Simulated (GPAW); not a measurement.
# Pt (Fm-3m) in GPAW: notebook

Aim: see how the results for Pt move with the level of theory and the settings. Levels: PBE, LDA. Tasks: equation of state, G0W0 quasiparticle levels, optical spectrum.

All numbers are computed with GPAW 26.7.0; they aren't measurements. Logs are shortened: lines on timing, memory, paths and dates and some standing lists are left out, and cuts for length are marked. The log counts tension as positive stress, the text compression.

**1. The structure**

The structure is cubic, space group Fm-3m (No. 225). Conventional cell: a = 3.922 Å, b = 3.922 Å, c = 3.922 Å, α = 90.00°, β = 90.00°, γ = 90.00°. Pt (site symmetry m-3m) is surrounded by 12 Pt at 2.77 Å.

**2. Equation of state, PBE**

The input, run.py:

```python
from ase import Atoms
from ase.eos import EquationOfState
from ase.io import Trajectory
from ase.units import GPa
from gpaw import GPAW, PW, setup_paths

setup_paths.insert(0, '.')

atoms = Atoms(['Pt'],
              cell=[[0.0, 1.9609, 1.9609],
                    [1.9609, 0.0, 1.9609],
                    [1.9609, 1.9609, 0.0]],
              scaled_positions=[[0.0, 0.0, 0.0]],
              pbc=True)

traj = Trajectory('eos.traj', 'w')
volumes, energies = [], []
for x in [0.94, 0.96, 0.98, 1.0, 1.02, 1.04, 1.06]:
    a = atoms.copy()
    a.set_cell(atoms.cell * x**(1 / 3), scale_atoms=True)
    calc = GPAW(mode=PW(600),
                xc='PBE',
                kpts={'size': (12, 12, 12), 'gamma': True},
                occupations={'name': 'fermi-dirac', 'width': 0.05},
                setups={'Pt': 'jth'},
                nbands=-9,
                convergence={'density': 1e-05, 'energy': 1e-05},
                maxiter=150,
                txt=f'eos-{x:.2f}.txt')
    a.calc = calc
    energies.append(a.get_potential_energy(force_consistent=True))
    volumes.append(a.get_volume())
    p = -a.get_stress()[:3].mean() / GPa
    calc.write(f'eos-{x:.2f}.gpw')
    traj.write(a)
    print(f'{x:.2f} {volumes[-1]:10.4f} A^3 {energies[-1]:14.6f} eV {p:9.3f} GPa', flush=True)

v0, e0, B = EquationOfState(volumes, energies, eos='birchmurnaghan').fit()
print(f'V0 = {v0:.4f} A^3, E0 = {e0:.6f} eV, B0 = {B / GPa:.2f} GPa')
```

Potentials or basis: JTH PAW 2.0, PBE, pw.

Launch:

```
$ OMP_NUM_THREADS=1 python run.py
```

Output:

```text
__  _  _
 | _ |_)|_||  |
 |__||  | ||/\| - 26.7.0

Input parameters:
  mode=PW(ecut=600.0),
  convergence={'density': 1e-05, 'energy': 1e-05},
  kpts=MonkhorstPack(size=(12, 12, 12), gamma=True),
  maxiter=150,
  nbands=-9,
  occupations=Occupations(name='fermi-dirac', width=0.05),
  setups={'Pt': 'jth'},
  xc=XC(name='PBE')

Diagonalizing LCAO Hamiltonian
Converting LCAO to pw mode

       Pt

Atoms  # Å, Bohr magnetons
|   | symbol |        x |        y |        z |    initial magnetic moments |
|---|--------|----------|----------|----------|-----------------------------|
| 0 |     Pt | 0.000000 | 0.000000 | 0.000000 | ( 0.0000,  0.0000,  0.0000) |

Unit cell  # Å
| periodic |        x |        y |        z |  lengths |    angles |
|----------|----------|----------|----------|----------|-----------|
|      yes | 0.000000 | 1.920870 | 1.920870 | 2.716521 | 60.000000 |
|      yes | 1.920870 | 0.000000 | 1.920870 | 2.716521 | 60.000000 |
|      yes | 1.920870 | 1.920870 | 0.000000 | 2.716521 | 60.000000 |

Number of symmetries: 48
Symmetry operations  # r_c * U_cc + t_c -> r_c
|    | kind |            matrix            |
|----|------|------------------------------|
|  0 |  σ   |  1, 0, 0,  1, 0,-1,  1,-1, 0 |
|  1 |  C2  |  1, 0, 0,  1,-1, 0,  1, 0,-1 |
|  2 |  E   |  1, 0, 0,  0, 1, 0,  0, 0, 1 |
|  3 |  σ   |  1, 0, 0,  0, 0, 1,  0, 1, 0 |
|  4 |  C4  |  1, 0,-1,  1, 0, 0,  1,-1, 0 |
|  5 |  S6  |  1, 0,-1,  1,-1, 0,  1, 0, 0 |
|  6 |  σ   |  1, 0,-1,  0, 1,-1,  0, 0,-1 |
|  7 |  C3  |  1, 0,-1,  0, 0,-1,  0, 1,-1 |
|  8 |  S6  |  1,-1, 0,  1, 0, 0,  1, 0,-1 |
|  9 |  C4  |  1,-1, 0,  1, 0,-1,  1, 0, 0 |
| 10 |  C3  |  1,-1, 0,  0,-1, 1,  0,-1, 0 |
| 11 |  σ   |  1,-1, 0,  0,-1, 0,  0,-1, 1 |
| 12 |  σ   |  0, 1, 0,  1, 0, 0,  0, 0, 1 |
| 13 |  C4  |  0, 1, 0,  0, 1,-1, -1, 1, 0 |
| 14 |  C3  |  0, 1, 0,  0, 0, 1,  1, 0, 0 |
| 15 |  S6  |  0, 1, 0, -1, 1, 0,  0, 1,-1 |
| 16 |  C2  |  0, 1,-1,  1, 0,-1,  0, 0,-1 |
| 17 |  σ   |  0, 1,-1,  0, 1, 0, -1, 1, 0 |
| 18 |  S4  |  0, 1,-1,  0, 0,-1,  1, 0,-1 |
| 19 |  C4  |  0, 1,-1, -1, 1, 0,  0, 1, 0 |
| 20 |  C3  |  0, 0, 1,  1, 0, 0,  0, 1, 0 |
| 21 |  σ   |  0, 0, 1,  0, 1, 0,  1, 0, 0 |
| 22 |  S6  |  0, 0, 1,  0,-1, 1, -1, 0, 1 |
| 23 |  C4  |  0, 0, 1, -1, 0, 1,  0,-1, 1 |
| 24 |  S4  |  0, 0,-1,  1, 0,-1,  0, 1,-1 |
| 25 |  C3  |  0, 0,-1,  0, 1,-1,  1, 0,-1 |
| 26 |  C2  |  0, 0,-1,  0,-1, 0, -1, 0, 0 |
| 27 |  S6  |  0, 0,-1, -1, 0, 0,  0,-1, 0 |
| 28 |  S4  |  0,-1, 1,  1,-1, 0,  0,-1, 0 |
| 29 |  C4  |  0,-1, 1,  0, 0, 1, -1, 0, 1 |
| 30 |  C2  |  0,-1, 1,  0,-1, 0,  1,-1, 0 |
| 31 |  σ   |  0,-1, 1, -1, 0, 1,  0, 0, 1 |
| 32 |  C3  |  0,-1, 0,  1,-1, 0,  0,-1, 1 |
| 33 |  S6  |  0,-1, 0,  0, 0,-1, -1, 0, 0 |
| 34 |  S4  |  0,-1, 0,  0,-1, 1,  1,-1, 0 |
| 35 |  C2  |  0,-1, 0, -1, 0, 0,  0, 0,-1 |
| 36 |  C2  | -1, 1, 0,  0, 1, 0,  0, 1,-1 |
| 37 |  S6  | -1, 1, 0,  0, 1,-1,  0, 1, 0 |
| 38 |  S4  | -1, 1, 0, -1, 0, 1, -1, 0, 0 |
| 39 |  C3  | -1, 1, 0, -1, 0, 0, -1, 0, 1 |
| 40 |  S6  | -1, 0, 1,  0, 0, 1,  0,-1, 1 |
| 41 |  C2  | -1, 0, 1,  0,-1, 1,  0, 0, 1 |
| 42 |  C3  | -1, 0, 1, -1, 1, 0, -1, 0, 0 |
| 43 |  S4  | -1, 0, 1, -1, 0, 0, -1, 1, 0 |
| 44 |  C2  | -1, 0, 0,  0, 0,-1,  0,-1, 0 |
| 45 |  i   | -1, 0, 0,  0,-1, 0,  0, 0,-1 |
| 46 |  σ   | -1, 0, 0, -1, 1, 0, -1, 0, 1 |
| 47 |  C2  | -1, 0, 0, -1, 0, 1, -1, 1, 0 |

BZ-sampling:
  Number of BZ points: 1728
  Number of IBZ points: 72

  Monkhorst-Pack size: [12, 12, 12]
  Monkhorst-Pack shift: [0.041666666666666664, 0.041666666666666664, 0.041666666666666664]

K-points  # in reciprocal-cell coordinates
|     |                                coordinates |     weight |
|-----|--------------------------------------------|------------|
|   0 | ( -0.00000000,  -0.00000000,  -0.00000000) | 0.00057870 |
|   1 | (  0.08333333,   0.08333333,  -0.00000000) | 0.00347222 |
|   2 | (  0.08333333,   0.08333333,   0.08333333) | 0.00462963 |
|   3 | (  0.16666667,   0.08333333,   0.08333333) | 0.00694444 |
|   4 | (  0.16666667,   0.16666667,  -0.00000000) | 0.00347222 |
|   5 | (  0.16666667,   0.16666667,   0.08333333) | 0.01388889 |
|   6 | (  0.16666667,   0.16666667,   0.16666667) | 0.00462963 |
|   7 | (  0.25000000,   0.16666667,   0.08333333) | 0.01388889 |
|   8 | (  0.25000000,   0.16666667,   0.16666667) | 0.01388889 |
|   9 | (  0.25000000,   0.25000000,  -0.00000000) | 0.00347222 |
| ... |                                            |            |
|  71 | (  0.50000000,   0.50000000,   0.50000000) | 0.00231481 |

Plane wave coefficients: 495
Cutoff: 600.0 eV

Spin-components: 1 (collinear spins)
Bands:           14
Projectors:      6
Spin-degeneracy: 2
Datatype:        complex128

Parallelization:
  kpt:    1
  domain: 1
  band:   1

Density:
  Valence electrons: 10.0
  Components: 1
  Grid points: [16 16 16]
  Charge: 0.0  # |e|

Potential:
  Grid points: [16 16 16]

species:
  Pt:
    name:    Platinum
    Z:       78.0
    valence: 10
    core:    68
    charge:  0.0  # [|e|]
    compensation charges:
      type: sinc
      rc: 1.19  # [Å]
      lmax: 2
    cutoffs:
      filter: 1.33  # [Å]
      core: 2.95  # [Å]
    projectors
    | kind |    occ | energy [eV] | rcut [Å] |
    |------|--------|-------------|----------|
    |   6s |  1.000 |      -5.659 |    1.332 |
    |    s |        |      37.416 |    1.332 |
    |   6p |  0.000 |      -0.840 |    1.332 |
    |    p |        |      61.226 |    1.332 |
    |   5d |  9.000 |      -6.141 |    1.332 |
    |    d |        |      13.606 |    1.332 |

    Using partial waves for Pt as LCAO basis

Reference energy: -501057.281815  # eV

eigensolver:
  PPCG
  Converge bands: occupied
  niter=2

density mixing:
  MSR1-Mixer
  Pratt-step length: 0.05
  Maximum mixing coefficient: 0.75
  Old densities: 10
  SVD Regularization: 0.005
  Good broyden scale: 1.0
  Trust region scale: 1.0
  Backstep threshold: 4.0
  History deletion threshold: 6.0
  Fourier metric: weight=20.0, sigma=0.015

occupation numbers:
  Fermi-Dirac:
    width: 0.0500  # eV

poisson solver:
  ecut: 4800.0  # eV

xc functional:
  name: PBE with 2 nearest neighbor stencil

convergence criteria:
- Maximum integral of absolute [dens]ity change: 1e-05 electrons / valence electron
- Maximum [total energy] change in last 3 cyles: 1e-05 eV / valence electron
- Maximum integral of absolute [eigenst]ate change: 4e-08 eV^2 / valence electron
maximum number of iterations: 150

SCF iterations
|iter     | |      energy | eigst |  dens |
|---------|-|-------------|-------|-------|
|iter:   1| |   -5.838109 | +0.24 |       |
|iter:   2| |   -5.959415 | -0.76 | -1.07 |
|iter:   3| |   -6.129377 | -0.70 | -1.08 |
|iter:   4| |   -5.739863 | -1.10 | -1.11 |
|iter:   5| |   -5.734013 | -3.36 | -1.83 |
|iter:   6| |   -5.733948 | -3.63 | -2.93 |
|iter:   7| |   -5.733960c| -5.50 | -2.98 |
|iter:   8| |   -5.733957c| -6.35 | -3.78 |
|iter:   9| |   -5.733957c| -7.30 | -4.73 |
|iter:  10| |   -5.733957c| -7.78c| -5.30c|

Converged in 10 steps
Energy contributions relative to reference atoms: (reference = -501057.281815)

Energy contributions:
  Kinetic:           4.347262
  Coulomb:          -4.836572
  Zero:              0.065396
  External:          0.000000
  Xc:               -5.302605
  Entropy:          -0.014874
  Spinorbit:         0.000000
  ----------------------------
  Free energy:      -5.741394
  Extrapolated:     -5.733957

dipole moment: (-14.621300, -14.621300, -14.621300)  # |e|*Ang

Fermi level: 11.430
Eigenvalues  # (at kpt = [-0.000, -0.000, -0.000])
| band index |      eig [eV] | occ [0-2] |
|------------|---------------|-----------|
|          0 |         0.462 |     2.000 |
|          1 |         7.221 |     2.000 |
|          2 |         7.221 |     2.000 |
|          3 |         7.221 |     2.000 |
|          4 |         9.604 |     2.000 |
|          5 |         9.604 |     2.000 |
|          6 |        26.753 |     0.000 |
|          7 |        32.048 |     0.000 |
|          8 |        32.048 |     0.000 |
|          9 |        32.048 |     0.000 |
|         10 |        36.868 |     0.000 |
|         11 |        44.471 |     0.000 |
|         12 |        44.471 |     0.000 |
|         13 |        44.471 |     0.000 |

No gap
No difference between direct/indirect transitions

Stress tensor  # eV/Ang^3
|         x |         y |         z |
|-----------|-----------|-----------|
| -0.203056 | -0.000000 | -0.000000 |
| -0.000000 | -0.203056 | -0.000000 |
| -0.000000 | -0.000000 | -0.203056 |

# Writing to eos-0.94.gpw (mode='')
```

stdout:

```text
0.94    14.1750 A^3      -5.741394 eV    32.533 GPa
0.96    14.4766 A^3      -5.794708 eV    24.173 GPa
0.98    14.7782 A^3      -5.833202 eV    16.779 GPa
1.00    15.0798 A^3      -5.858589 eV    10.242 GPa
1.02    15.3814 A^3      -5.872407 eV     4.468 GPa
1.04    15.6830 A^3      -5.876002 eV    -0.626 GPa
1.06    15.9846 A^3      -5.870577 eV    -5.119 GPa
V0 = 15.6464 A^3, E0 = -5.876072 eV, B0 = 252.24 GPa
```

eos-0.98.txt:

```text
SCF iterations
|iter     | |      energy | eigst |  dens |
|---------|-|-------------|-------|-------|
|iter:   1| |   -5.962600 | +0.19 |       |
|iter:   2| |   -6.066912 | -0.80 | -1.06 |
|iter:   3| |   -6.173262 | -0.68 | -1.07 |
|iter:   4| |   -5.831058 | -1.16 | -1.14 |
|iter:   5| |   -5.825562 | -3.29 | -1.85 |
[... 37 lines left out ...]
|         10 |        35.810 |     0.000 |
|         11 |        42.793 |     0.000 |
|         12 |        42.793 |     0.000 |
|         13 |        42.793 |     0.000 |

No gap
No difference between direct/indirect transitions

Stress tensor  # eV/Ang^3
|         x |         y |         z |
|-----------|-----------|-----------|
| -0.104726 | -0.000000 | -0.000000 |
| -0.000000 | -0.104726 |  0.000000 |
| -0.000000 |  0.000000 | -0.104726 |

# Writing to eos-0.98.gpw (mode='')
```

Wall time 40 s (1 thread of Intel Xeon 6975P-C (Granite Rapids), shared host); peak memory 0.19 GiB.

What came out:

```yaml
Equilibrium_volume: 15.65 Å³/atom
Bulk_modulus: 252 GPa
Pressure_derivative_of_the_bulk_modulus: 5.4
```

Energy against volume, from the lowest point:
```
volume (Å³/atom)  energy (meV/atom)
          14.175             134.61
          14.477              81.29
          14.778              42.80
          15.080              17.41
          15.381               3.59
          15.683               0.00
          15.985               5.42
```

Caveat: the program truncates these outside data sets.

(Continued in part 2 of 2.)
